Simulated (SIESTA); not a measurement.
Band structure of InN (F-43m, 2 atoms in the cell).

```
InN
1.0
    0.00000     2.50270     2.50270
    2.50270     0.00000     2.50270
    2.50270     2.50270     0.00000
In N
1 1
Cartesian
  0.00000   0.00000   0.00000
  1.25135   1.25135   1.25135
```

Computed with SIESTA with GGA PBE, numerical atomic orbitals DZP, PseudoDojo PBE standard norm-conserving potentials (rewritten from UPF to PSML).

Settings: XC.functional = GGA; XC.authors = PBE; potentials = PseudoDojo PBE standard; PAO.BasisSize = DZP; PAO.EnergyShift = 0.01 Ry; MeshCutoff = 300 Ry; kgrid.MonkhorstPack = 11 11 11; OccupationFunction = FD; ElectronicTemperature = 1160.45 K; MaxSCFIterations = 150; SCF.Mixer.Method = Pulay; SCF.Mixer.Weight = 0.2; SCF.Mixer.History = 8; SCF.DM.Tolerance = 1.0E-04.

The starting cell comes from a database of computed structures (which also holds hypothetical and non-ambient phases and stackings), without a prior relaxation at this level. Values carry the incompleteness of an atom-centred basis. The run gives no clean gap (levels at the Fermi energy touch, overlap or are partly filled at this smearing), which alone does not show that the compound is a metal.

Levels in eV from the Fermi level, bands 6 to 11:
```
point       6      7      8      9     10    11
-----  ------  -----  -----  -----  -----  ----
Γ      -13.70  -0.58  -0.30  -0.30  -0.30  9.14
X      -11.46  -5.40  -2.61  -2.61   2.61  5.63
W      -11.21  -5.17  -3.33  -3.18   5.01  6.34
K      -11.32  -5.28  -3.71  -2.14   4.03  5.95
L      -11.87  -6.17  -1.15  -1.15   2.83  6.50
U      -11.32  -5.28  -3.71  -2.14   4.03  5.95
```

Bands cross the Fermi level along this path, so the cell is metallic at this level.

Higher empty bands are left out: an atom-centred basis made for the valence describes them poorly.
